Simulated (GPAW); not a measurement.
Here is a GPAW 26.7.0 calculation.

File run.py:

```python
from ase.eos import EquationOfState
from ase.io import Trajectory
from ase.spacegroup import crystal
from ase.units import GPa
from gpaw import GPAW, PW, setup_paths

setup_paths.insert(0, '.')

# Ge 8a
atoms = crystal(['Ge'],
                basis=[[0.25, 0.25, 0.25]],
                spacegroup=227, setting=1,  # Fd-3m
                cellpar=[5.65782, 5.65782, 5.65782, 90.0, 90.0, 90.0],
                primitive_cell=True)

traj = Trajectory('eos.traj', 'w')
volumes, energies = [], []
for x in [0.94, 0.96, 0.98, 1.0, 1.02, 1.04, 1.06]:
    a = atoms.copy()
    a.set_cell(atoms.cell * x**(1 / 3), scale_atoms=True)
    calc = GPAW(mode=PW(600),
                xc='PBE',
                kpts={'size': (8, 8, 8), 'gamma': True},
                occupations={'name': 'fermi-dirac', 'width': 0.05},
                setups={'Ge': 'jth'},
                nbands=-7,
                convergence={'density': 1e-05, 'energy': 1e-05},
                maxiter=150,
                txt=f'eos-{x:.2f}.txt')
    a.calc = calc
    energies.append(a.get_potential_energy(force_consistent=True))
    volumes.append(a.get_volume())
    p = -a.get_stress()[:3].mean() / GPa
    calc.write(f'eos-{x:.2f}.gpw')
    traj.write(a)
    print(f'{x:.2f} {volumes[-1]:10.4f} A^3 {energies[-1]:14.6f} eV {p:9.3f} GPa', flush=True)

v0, e0, B = EquationOfState(volumes, energies, eos='birchmurnaghan').fit()
print(f'V0 = {v0:.4f} A^3, E0 = {e0:.6f} eV, B0 = {B / GPa:.2f} GPa')
```

Potentials or basis: JTH PAW 2.0, PBE, pw.

Run with:

```sh
$ OMP_NUM_THREADS=1 python run.py
```

Task: Predict the equilibrium volume.

Result: 23.88 Å³/atom.

Task: Predict the pressure derivative of the bulk modulus.

Result: 4.3 (rough: it moves with the points fitted).

Task: Predict the bulk modulus.

Result: 60 GPa.

Energy against volume, from the lowest point:
```csv
volume (Å³/atom),energy (meV/atom)
21.281,64.83
21.733,42.56
22.186,25.55
22.639,13.21
23.092,5.07
23.545,0.78
23.997,0.00
```

Caveat: the program truncates these outside data sets.

**The experiment to reproduce.**

From “Sub-monolayer structures of Ag overlayers on Ge(111): experimental observations and first-principles study”, 2019, arxiv:1908.00180, for a bulk crystal of Ge: bulk modulus 75.8 GPa.

A measured bulk modulus of Ge is 75.8 GPa (quoted in “Sub-monolayer structures of Ag overlayers on Ge(111): experimental observations and first-principles study”, 2019, arxiv:1908.00180); the calculated 60 GPa misses it by -20.8 %. The fit is for a static lattice scaled at fixed shape and fixed fractional positions. The cell as given is a measured one (22.64 Å³/atom); PBE puts the equilibrium volume +5.5 % from it, thermal expansion not counted.
